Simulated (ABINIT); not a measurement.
Zn:

```
Zn
1.0
     2.67000    0.00000    0.00000
    -1.33500    2.31229    0.00000
     0.00000    0.00000    4.96600
Zn
2
Direct
  0.66667 0.33333 0.75000
  0.33333 0.66667 0.25000
```

| Item | Value |
| --- | --- |
| Program | ABINIT 10.8.3 (patched build) |
| Task | relaxation of cell and atoms |
| Functional | LDA |
| Potentials or basis | PseudoDojo NC SR LDA v0.4.1 standard |
| Cutoff | 1088 eV |
| k mesh | 8 × 8 × 4 |
| Occupations | fermi-dirac, width 0.05 eV |
| Spin | no spin polarisation |

At the start: pressure -9.1 GPa; volume 15.33 Å³/atom.

How do energy, volume and symmetry change on relaxing?

Over 25 steps the energy falls by 85.2 meV/atom and the volume is 13.33 Å³/atom (-13.1 %); space group P6_3/mmc (No. 194, to 0.05 Å).

The path:
```csv
step,energy change (eV),largest force (eV/Å),pressure (GPa),volume (Å³)
1,0.0000,0.0000,-9.13,30.66
2,-0.0444,0.0000,-7.53,29.81
3,-0.1113,0.0000,2.92,26.45
4,-0.1209,0.0000,-0.10,27.13
5,-0.1275,0.0000,-0.58,27.18
6,-0.1467,0.0000,-0.97,26.94
7,-0.0287,0.0000,0.81,28.30
8,35.4912,0.0000,-485.99,39.63
9,-0.0127,0.0000,-5.39,30.03
10,0.0592,0.0000,10.04,26.57
11,-0.0352,0.0000,-1.98,28.96
12,-0.0365,0.0000,-1.43,28.80
13,-0.0390,0.0000,-0.43,28.47
14,-0.0422,0.0000,0.41,28.16
15,-0.0475,0.0000,1.08,27.80
16,-0.0925,0.0000,1.06,27.18
17,-0.0359,0.0000,0.29,28.33
18,0.0394,0.0000,2.48,30.09
19,-0.1406,0.0000,3.51,25.92
20,0.2560,0.0000,26.32,22.99
21,-0.1664,0.0000,2.40,26.12
22,-0.1693,0.0000,1.03,26.41
23,-0.1704,0.0000,-0.09,26.68
24,-0.1704,0.0000,-0.01,26.66
25,-0.1704,0.0000,0.00,26.66
```

Final structure:
```xyz
2
Lattice="2.6440 0.0000 0.0000 -1.3220 2.2897 0.0000 0.0000 0.0000 4.4030" Properties=species:S:1:pos:R:3 pbc="T T T"
Zn    1.3220    0.7632    3.3022
Zn    0.0000    1.5265    1.1007
```

Caveat: the volume moved by -13 % from the deposited cell, more than functionals usually miss.
